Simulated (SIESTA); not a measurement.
SnO:

```
CELL_PARAMETERS angstrom
3.81370 0.00000 0.00000
0.00000 3.81370 0.00000
0.00000 0.00000 4.88691
ATOMIC_POSITIONS crystal
Sn 0.50000 0.00000 0.76463
Sn 0.00000 0.50000 0.23537
O 0.00000 0.00000 0.00000
O 0.50000 0.50000 0.00000
```

The cell is a database's computed one.

Base run:

- Program: SIESTA 5.4.2
- Functional: PBE
- Potentials or basis: PseudoDojo 0.4 standard (PBE files)
- Basis: DZP (energy shift 0.002 Ry)
- Grid cutoff: 800 Ry
- Energy shift: 0.002 Ry
- k mesh: 5 × 5 × 4
- Occupations: fermi-dirac, width 0.05 eV
- Spin: no spin polarisation

Its results: band gap on the k mesh 0.60 eV, indirect (least direct gap 1.99 eV); pressure 6.9 GPa; largest force 0.996 eV/Å.

The run is repeated on the same cell with these changes: functional from PBE to vdW-DF-cx; k mesh from 5 × 5 × 4 to 7 × 7 × 6. What comes out?

Band gap on the k mesh 0.46 eV, indirect (least direct gap 1.95 eV); pressure 4.1 GPa; largest force 0.903 eV/Å.

Several settings changed at once, so the effect can't be laid on one alone.

Caveats: semicore shells carry a single zeta, which can move pressures by several GPa and volumes by a few percent; spin-orbit coupling is left out, which moves the levels of the heavy elements; the basis of atomic orbitals isn't converged, which shifts pressures, moduli and gaps; the basis holds too few empty states to meet the f-sum rule, so the spectrum is short of weight at high energy (some runs); an odd mesh through Γ misses points on the zone boundary, where band edges often lie (some runs); the potentials were made for another functional, which shifts forces and pressure (some runs); the mesh misses the band edges, which the band path finds closer together (some runs).

Not every run made on this cell is shown here.
